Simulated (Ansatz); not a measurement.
WS2, a slab with vacuum:

```
W S
1.0
     3.18321    0.00000    0.00000
    -1.59160    2.75674    0.00000
     0.00000    0.00000   23.66876
W S
2 4
Direct
  0.66667 0.33333 0.36268
  0.33333 0.66667 0.63732
  0.66667 0.33333 0.70318
  0.33333 0.66667 0.42856
  0.66667 0.33333 0.57144
  0.33333 0.66667 0.29682
```

Base run:

* Program: Ansatz 0.2.0
* Functional: revPBE
* Potentials or basis: Ansatz PAW
* Cutoff: 420 eV (not typed: the program's choice for these potentials)
* k mesh: 7 × 7 × 2
* Occupations: fermi-dirac, width 0.05 eV
* Spin: no spin polarisation

Its results: band gap on the k mesh 1.68 eV, indirect (least direct gap 2.41 eV); largest force 0.405 eV/Å.

**Question.** The run is repeated on the same cell with these changes: functional from revPBE to LDA. What comes out?

**Answer.** Band gap on the k mesh 1.60 eV, indirect (least direct gap 2.39 eV); largest force 0.395 eV/Å.

Caveats: the k mesh misses the band edges, so the gap on the mesh is wider than the one along the path; spin-orbit coupling is left out, which moves the levels of the heavy elements; the PAW data sets come from PBE, with cores solved anew for the run's functional, which leaves a small shift of forces and pressure.
